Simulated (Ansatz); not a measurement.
# TePb (Fm-3m) in Ansatz: a series of runs

The runs below take TePb through single point, band structure, with PBE, RPBE+D3(BJ).

All numbers are computed with Ansatz 0.2.0; they aren't measurements. Logs are shortened: lines on timing, memory, paths and dates and some standing lists are left out, and cuts for length are marked.

## Step 1: The structure

Symmetry: Fm-3m, No. 225, cubic system. The conventional cell has a = 6.462 Å, b = 6.462 Å, c = 6.462 Å, α = 90.00°, β = 90.00°, γ = 90.00°. Pb (site symmetry m-3m) is surrounded by 6 Te at 3.23 Å. Around Te (site symmetry m-3m) lie 6 Pb at 3.23 Å.

## Step 2: Single point, PBE, 31.71 Å³/atom (volume scaled by 0.94)

The input, input.yaml:

```yaml
crystal:
  lattice:
    - [0.0, 3.1650427173, 3.1650427173]
    - [3.1650427173, 0.0, 3.1650427173]
    - [3.1650427173, 3.1650427173, 0.0]
  atoms:
    - { symbol: Pb, position: [0.0, 0.0, 0.0] }
    - { symbol: Te, position: [0.5, 0.5, 0.5] }
kpoints:
  mp_grid: { grid: [7, 7, 7] }
scf:
  occupations: { method: fermi_dirac, width: 0.05 }
hamiltonian:
  xc: pbe
  pseudopotentials: { kind: all_electron, lapw: { basis_error: 0.0005 } }
output:
  forces: true
  stress: true
  eigenvalues: true
```

Potentials or basis: all-electron LAPW, scalar-relativistic.

Run with:

```sh
> ansatz run input.yaml --threads 1 --pin off --max-ram 2560MiB --backend cpu --events-out ev --progress --plain --runs-dir out
```

Standard output:

```text
Warning: RAYON_NUM_THREADS=1 ignored (pool sized by the plan → 1); use --threads N
LAPW: plane waves up to 7.326 Å⁻¹, error target 5.0e-4 eV per atom; small_component_spin mean_spin; Te in spheres of 1.551 Å, 24 of its electrons in bands, Dirac shells []; Pb in spheres of 1.614 Å, 36 of its electrons in bands, Dirac shells [] (how accurate: hamiltonian.pseudopotentials.lapw.basis_error, Limitations)
Engine: ansatz 0.2.0, x86_64-unknown-linux-gnu
Pseudopotentials: kind: all_electron
Pseudopotential: Pb, LAPW, valence charge 36, lapw/all_electron/scalar/gaussian/Pb, Koelling and Harmon's equation, gaussian nucleus
Pseudopotential: Te, LAPW, valence charge 24, lapw/all_electron/scalar/gaussian/Te, Koelling and Harmon's equation, gaussian nucleus
Functional definition: PBE
  parameter kappa = 0.804
  parameter beta = 0.06672455060314922
  exchange = pbe_x(kappa = kappa, mu = beta*pi^2/3)
  correlation = pbe_c(beta = beta)
Crystal: 2 atoms, lattice volume = 63.412 Å³
Basis set: ecut = 204.46294581760642 eV, 411 PW (Γ), exchange–correlation at level 2
Bands: 36, of which v1, the nominal top of the filled ones, is band 30 counted from 1 (29 counted from 0)
Symmetry: 48 space group operations
Space group: Fm-3m (ITA 225), of the structure as read, at distance tolerance 4.0e-5 Å
k-points: 20 of 343
Non-local potential: Pb, projectors of the file, none
Non-local potential: Te, projectors of the file, none
Initial density: superposition of atomic densities (chi_scale 0.1, normalization cell, long waves kept (reshape's long-wave potential 0.00 eV rms))
Initial wavefunctions: plane waves of lowest kinetic energy (no species holds an atomic orbital)
Functional: x = pbe(κ = 0.804, μ = 0.2195149727645171), c = pbe(β = 0.06672455060314922)
iter 1 solved again at ethr=5.61e-4 eV; its pass at ethr=1.00e-1 eV (dr2=3.37e-1 eV) is discarded
SCF iter   1: F=—  HF=-752951.757978 eV  |F-HF|=—  |Δ(HF+E_count)|=         —  Δρ=1.49e-2  dr2=3.36e-1  ethr=5.61e-4  ⟨swp⟩=2.5  Hψ=4475  notcnv=0
preconditioner: auto → none  [insulator: Δε(μ)=0.980 eV  Ē_g=16.254 eV  σ=0.050 eV  W_gap=1.00  n_scr=14 (ndim 8)  ℏωp=20.9 eV  f_vac=0.078  D(μ)=0.00/eV (n_scr^D=0)  ε∞_Penn≈2.6]
iter 2 solved again at ethr=1.01e-5 eV; its pass at ethr=5.61e-4 eV (dr2=6.05e-3 eV) is discarded
SCF iter   2: F=—  HF=-752951.667881 eV  |F-HF|=—  |Δ(HF+E_count)|=   9.01e-2  Δρ=3.56e-3  dr2=6.06e-3  ethr=1.01e-5  ⟨swp⟩=2.0  Hψ=3742  notcnv=0
SCF iter   3: F=—  HF=-752951.663061 eV  |F-HF|=—  |Δ(HF+E_count)|=   4.82e-3  Δρ=2.35e-3  dr2=5.11e-3  ethr=1.01e-5  ⟨swp⟩=2.3  Hψ=2153  notcnv=0
SCF iter   4: F=—  HF=-752951.664176 eV  |F-HF|=—  |Δ(HF+E_count)|=   1.11e-3  Δρ=1.04e-3  dr2=1.06e-3  ethr=8.52e-6  ⟨swp⟩=2.0  Hψ=2141  notcnv=0
SCF iter   5: F=—  HF=-752951.664313 eV  |F-HF|=—  |Δ(HF+E_count)|=   1.37e-4  Δρ=2.24e-4  dr2=4.48e-5  ethr=1.77e-6  ⟨swp⟩=2.0  Hψ=2142  notcnv=0
SCF iter   6: F=—  HF=-752951.664329 eV  |F-HF|=—  |Δ(HF+E_count)|=   1.57e-5  Δρ=3.36e-5  dr2=1.03e-6  ethr=7.47e-8  ⟨swp⟩=2.5  Hψ=2156  notcnv=0
SCF iter   7: F=-752951.664330 eV  HF=-752951.664330 eV  |F-HF|=2.67e-8  |Δ(HF+E_count)|=   1.16e-6  Δρ=4.60e-6  dr2=1.52e-8  ethr=1.71e-9  ⟨swp⟩=3.0  Hψ=2205  notcnv=0
SCF 1 converged in 7 iterations: F = -752951.664330 eV  dr2 = 1.52e-8
SCF converged after 7 iterations
Free energy (F): -752951.664330 eV
Harris-Foulkes:  -752951.664330 eV  (|F-HF|=2.67e-8)
Internal energy: -752951.664324 eV  (E = F + TS)
E sigma→0 (E₀):  -752951.664327 eV
Entropy (-TS):   -0.000006 eV (-0.003 meV/atom)
Fermi energy:    13.395051 eV
--- Per-component energies (eV) ---
  E_band       = -3339.909854
  E_kinetic    = 850232.935402
  E_xc         = -15372.827342
  E_electrostatic = -1587811.772383  (all electrons and nuclei)
  E_smearing   = -0.000006  (= −TS)
  E_closure    = 0.000000  (closes the sum)
  E_atoms      = -752944.279139  (free atoms, spherical and without spin; not in F)
  Σ components = -752951.664330   (vs F -752951.664330, Δ=0.00e0)
  Basis errors (estimates in eV, not in F): energy 1.8e-4 per atom: plane waves 1.7e-4 (9.1e-5 summed), levels above the bands 3.6e-61, relativity 6.8e-9, radial functions 9.4e-6, core shells 1.6e-8; eigenvalues (radial functions only) 8.2e-7; not estimated: angular momenta, meshes, grids; target (lapw.basis_error) 5.0e-4; muffin-tin radii Te 1.551 Å, Pb 1.614 Å
--- Forces (eV/Å), atoms counted from 1 ---
  atom   1  Pb     0.00000000    -0.00000000     0.00000000
  atom   2  Te    -0.00000000     0.00000000    -0.00000000
  max |Σ_I F_I| component: 1.61e-30 eV/Å
--- Stress (GPa, compression-positive) ---
        5.500592       0.000000      -0.000000
        0.000000       5.500592       0.000000
       -0.000000       0.000000       5.500592
  P = ⅓ Tr σ = 5.5006 GPa (55.006 kbar)
--- Band table (eV; the first three rows and the last of 20) ---
  k-point 0: bands = ["-145.9880", "-126.4370", "-115.4606", "-115.4584", "-115.4584", "-115.4584", "-115.4566", "-115.4566", "-115.4566", "-96.0275", "-96.0275", "-96.0275", "-68.2814", "-68.2814", "-68.2814", "-23.3692", "-23.3692", "-23.3622", "-23.3622", "-23.3622", "-3.8066", "-3.8066", "-3.7932", "-3.7932", "-3.7932", "0.4793", "7.6160", "11.4428", "11.4428", "11.4428", "17.1813", "17.1813", "17.1813", "18.7094", "18.7094", "18.7094"]
  k-point 1: bands = ["-145.9880", "-126.4370", "-115.4606", "-115.4584", "-115.4584", "-115.4584", "-115.4566", "-115.4566", "-115.4566", "-96.0275", "-96.0275", "-96.0275", "-68.2814", "-68.2814", "-68.2814", "-23.3692", "-23.3692", "-23.3621", "-23.3621", "-23.3621", "-3.8102", "-3.8102", "-3.7927", "-3.7896", "-3.7896", "0.6693", "6.9280", "11.4996", "11.4996", "11.8498", "16.1735", "16.3698", "16.3698", "18.5277", "19.1112", "19.1112"]
  k-point 2: bands = ["-145.9880", "-126.4370", "-115.4606", "-115.4584", "-115.4584", "-115.4584", "-115.4566", "-115.4566", "-115.4566", "-96.0275", "-96.0275", "-96.0275", "-68.2814", "-68.2814", "-68.2814", "-23.3690", "-23.3690", "-23.3620", "-23.3618", "-23.3618", "-3.8195", "-3.8195", "-3.7918", "-3.7802", "-3.7802", "1.2100", "5.5633", "11.6753", "11.6753", "12.4609", "14.8109", "15.1241", "15.1241", "19.1392", "20.1856", "20.1856"]
  k-point 19: bands = ["-145.9880", "-126.4370", "-115.4606", "-115.4584", "-115.4584", "-115.4584", "-115.4566", "-115.4566", "-115.4566", "-96.0275", "-96.0275", "-96.0275", "-68.2815", "-68.2815", "-68.2814", "-23.3693", "-23.3687", "-23.3619", "-23.3616", "-23.3610", "-3.8669", "-3.8111", "-3.7880", "-3.7788", "-3.7619", "2.5287", "4.7586", "8.6781", "9.3683", "12.2263", "14.9427", "17.7656", "18.6310", "19.2310", "20.4694", "23.4271"]
```

Wall time 4.6 s (1 thread of Intel Xeon 6975P-C (Granite Rapids), shared host); peak memory 0.34 GiB.

What came out:

- Free energy: -752951.6643 eV
- Pressure: 5.5 GPa

Caveat: this odd mesh misses L, where the gap lies, so gap, dielectric constants and Born charges aren't listed.

## Step 3: Single point, PBE, 32.38 Å³/atom (volume scaled by 0.96)

input.yaml: that of step 2 with these lines changed.

```diff
@@ -2,5 +2,5 @@
   lattice:
-    - [0.0, 3.1650427173, 3.1650427173]
-    - [3.1650427173, 0.0, 3.1650427173]
-    - [3.1650427173, 3.1650427173, 0.0]
+    - [0.0, 3.1873324849, 3.1873324849]
+    - [3.1873324849, 0.0, 3.1873324849]
+    - [3.1873324849, 3.1873324849, 0.0]
   atoms:
```

Potentials or basis: all-electron LAPW, scalar-relativistic.

Run with:

```sh
> ansatz run input.yaml --threads 1 --pin off --max-ram 2560MiB --backend cpu --events-out ev --progress --plain --runs-dir out
```

Wall time 4.4 s (1 thread of Intel Xeon 6975P-C (Granite Rapids), shared host); peak memory 0.35 GiB.

Results (log left out):

- Free energy: -752951.7053 eV
- Pressure: 4.3 GPa

Caveat: this odd mesh misses L, where the gap lies, so gap, dielectric constants and Born charges aren't listed.

## Step 4: Single point, PBE, 33.05 Å³/atom (volume scaled by 0.98)

input.yaml: that of step 3 with these lines changed.

```diff
@@ -2,5 +2,5 @@
   lattice:
-    - [0.0, 3.1873324849, 3.1873324849]
-    - [3.1873324849, 0.0, 3.1873324849]
-    - [3.1873324849, 3.1873324849, 0.0]
+    - [0.0, 3.2093147829, 3.2093147829]
+    - [3.2093147829, 0.0, 3.2093147829]
+    - [3.2093147829, 3.2093147829, 0.0]
   atoms:
```

Run with:

```sh
> ansatz run input.yaml --threads 1 --pin off --max-ram 2560MiB --backend cpu --events-out ev --progress --plain --runs-dir out
```

Wall time 4.5 s (1 thread of Intel Xeon 6975P-C (Granite Rapids), shared host); peak memory 0.35 GiB.

The run converged. Its results:

```
Free energy : -752951.7363 eV
Pressure    : 3.1 GPa
```

Caveat: this odd mesh misses L, where the gap lies, so gap, dielectric constants and Born charges aren't listed.

## Step 5: Single point, PBE, 33.73 Å³/atom

input.yaml: that of step 4 with these lines changed.

```diff
@@ -2,5 +2,5 @@
   lattice:
-    - [0.0, 3.2093147829, 3.2093147829]
-    - [3.2093147829, 0.0, 3.2093147829]
-    - [3.2093147829, 3.2093147829, 0.0]
+    - [0.0, 3.231, 3.231]
+    - [3.231, 0.0, 3.231]
+    - [3.231, 3.231, 0.0]
   atoms:
```

Run with:

```sh
> ansatz run input.yaml --threads 1 --pin off --max-ram 2560MiB --backend cpu --events-out ev --progress --plain --runs-dir out
```

Run time: 4.7 s. Hardware: 1 thread of Intel Xeon 6975P-C (Granite Rapids), shared host; peak memory 0.34 GiB.

Results (log left out):

* Free energy: -752951.7583 eV
* Pressure: 2.1 GPa

Caveat: this odd mesh misses L, where the gap lies, so gap, dielectric constants and Born charges aren't listed.

## Step 6: Single point, PBE, 34.40 Å³/atom (volume scaled by 1.02)

input.yaml: that of step 5 with these lines changed.

```diff
@@ -2,5 +2,5 @@
   lattice:
-    - [0.0, 3.231, 3.231]
-    - [3.231, 0.0, 3.231]
-    - [3.231, 3.231, 0.0]
+    - [0.0, 3.2523979746, 3.2523979746]
+    - [3.2523979746, 0.0, 3.2523979746]
+    - [3.2523979746, 3.2523979746, 0.0]
   atoms:
```

Potentials or basis: all-electron LAPW, scalar-relativistic.

Run with:

```sh
> ansatz run input.yaml --threads 1 --pin off --max-ram 2560MiB --backend cpu --events-out ev --progress --plain --runs-dir out
```

It took 4.4 s on 1 thread of Intel Xeon 6975P-C (Granite Rapids), shared host; peak memory 0.34 GiB.

It converged, with:

```
Free energy : -752951.7723 eV
Pressure    : 1.2 GPa
```

Caveat: this odd mesh misses L, where the gap lies, so gap, dielectric constants and Born charges aren't listed.

## Step 7: Single point, PBE, 35.08 Å³/atom (volume scaled by 1.04)

input.yaml: that of step 6 with these lines changed.

```diff
@@ -2,5 +2,5 @@
   lattice:
-    - [0.0, 3.2523979746, 3.2523979746]
-    - [3.2523979746, 0.0, 3.2523979746]
-    - [3.2523979746, 3.2523979746, 0.0]
+    - [0.0, 3.2735180337, 3.2735180337]
+    - [3.2735180337, 0.0, 3.2735180337]
+    - [3.2735180337, 3.2735180337, 0.0]
   atoms:
```

Run with:

```sh
> ansatz run input.yaml --threads 1 --pin off --max-ram 2560MiB --backend cpu --events-out ev --progress --plain --runs-dir out
```

It took 4.3 s on 1 thread of Intel Xeon 6975P-C (Granite Rapids), shared host; peak memory 0.35 GiB.

It converged, with:

* Free energy: -752951.7790 eV
* Pressure: 0.4 GPa

Caveat: this odd mesh misses L, where the gap lies, so gap, dielectric constants and Born charges aren't listed.

## Step 8: Single point, PBE, 35.75 Å³/atom (volume scaled by 1.06)

input.yaml: that of step 7 with these lines changed.

```diff
@@ -2,5 +2,5 @@
   lattice:
-    - [0.0, 3.2735180337, 3.2735180337]
-    - [3.2735180337, 0.0, 3.2735180337]
-    - [3.2735180337, 3.2735180337, 0.0]
+    - [0.0, 3.2943690292, 3.2943690292]
+    - [3.2943690292, 0.0, 3.2943690292]
+    - [3.2943690292, 3.2943690292, 0.0]
   atoms:
```

Run with:

```sh
> ansatz run input.yaml --threads 1 --pin off --max-ram 2560MiB --backend cpu --events-out ev --progress --plain --runs-dir out
```

Run time: 4.4 s. Hardware: 1 thread of Intel Xeon 6975P-C (Granite Rapids), shared host; peak memory 0.34 GiB.

Results (log left out):

| Property | Result |
| --- | --- |
| Free energy | -752951.7792 eV |
| Pressure | -0.3 GPa |

Caveat: this odd mesh misses L, where the gap lies, so gap, dielectric constants and Born charges aren't listed.

(Part 1 of 2 ends here.)
